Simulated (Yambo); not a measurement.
GaN: optical spectrum by the Bethe-Salpeter equation with PBE

GaN:

```xyz
2
Lattice="0.0000 2.2230 2.2230 2.2230 0.0000 2.2230 2.2230 2.2230 0.0000" Properties=species:S:1:pos:R:3 pbc="T T T"
Ga    0.0000    0.0000    0.0000
N     1.1115    1.1115    1.1115
```

The cell is a database's computed one.

The cell isn't the ideal one: cell squeezed.

```json
{"Program": "Yambo 5.3.0", "Task": "optical spectrum by the Bethe-Salpeter equation", "Functional": "PBE", "Potentials or basis": "PseudoDojo 0.4.1 SR PBE standard", "Cutoff": "1143 eV", "Density cutoff": "4572 eV", "k mesh": "6 × 6 × 6", "Occupations": "fixed", "Spin": "no spin polarisation", "k mesh of the self-consistent run": "10 × 10 × 10", "Random integration of the Coulomb term": "yes", "Direction of the field or of q to 0": "x", "Broadening": "0.1 eV", "Kernel": "screened exchange", "Terms kept": "resonant and antiresonant, uncoupled", "Solver": "diagonalisation", "Correction of the levels": "scissor", "Top of the energy range": "20 eV", "Energy points": "200", "Scissor shift": "0.49 eV", "Bands of the transition space (first, last)": "[8, 11]", "Bands in the response": "34", "Cutoff of the response matrix": "5 Ry", "Cutoff of exchange and Vxc": "20 Ry"}
```

```
Band gap on the k mesh, mean-field level : 2.03 eV, direct
Exciton binding energy                   : 0.35 eV
Lowest exciton energy                    : 2.17 eV
Lowest bright exciton energy             : 2.17 eV
```

Dielectric function (along the field direction of the input):
| energy (eV) | real part | imaginary part |
| --- | --- | --- |
| 0.30 | 5.41 | 0.01 |
| 0.90 | 5.61 | 0.06 |
| 1.61 | 6.42 | 0.24 |
| 2.31 | 2.69 | 2.19 |
| 3.02 | 5.95 | 0.31 |
| 3.62 | 9.19 | 1.31 |
| 4.32 | 3.20 | 1.25 |
| 5.03 | 8.27 | 5.45 |
| 5.73 | -0.47 | 7.88 |
| 6.33 | 5.40 | 10.66 |
| 7.04 | 3.82 | 8.20 |
| 7.74 | -3.66 | 5.21 |
| 8.44 | -0.57 | 1.25 |
| 9.05 | 0.22 | 8.71 |
| 9.75 | -4.51 | 4.32 |
| 10.45 | -3.19 | 2.48 |
| 11.16 | -1.98 | 0.72 |
| 11.76 | -1.81 | 0.33 |
| 12.46 | -1.27 | 0.11 |
| 13.17 | -0.81 | 0.06 |
| 13.87 | -0.48 | 0.04 |
| 14.47 | -0.28 | 0.03 |
| 15.18 | -0.11 | 0.02 |
| 15.88 | 0.03 | 0.02 |
| 16.58 | 0.14 | 0.01 |
| 17.19 | 0.21 | 0.01 |
| 17.89 | 0.29 | 0.01 |
| 18.59 | 0.36 | 0.01 |
| 19.30 | 0.41 | 0.01 |
| 20.00 | 0.46 | 0.01 |

Lowest exciton energies (eV): 2.17, 2.17, 3.95, 3.95, 3.95, 4.01, 4.01, 4.01

Excitons:
```
energy (eV)  strength (relative to the strongest)
      2.166                                  0.25
      2.167                                  0.34
      3.946                                  0.27
      3.951                                 0.015
      3.951                                     1
      4.007                               1.2e-08
      4.007                               2.8e-09
      4.007                               6.3e-10
      4.018                               1.5e-05
      4.018                               1.5e-05
      4.054                               2.9e-09
      4.054                               7.6e-09
```

It took 58 s on 1 thread of Intel(R) Xeon(R) 6975P-C (Granite Rapids), with other jobs on the host.

Caveat: the scissor is the correction of the direct gap in an earlier G0W0 run on the same states; exciton energies and binding change strongly with the k mesh and aren't converged on this one; spectra need much finer meshes, so this one isn't converged. A k mesh can miss the band edges.
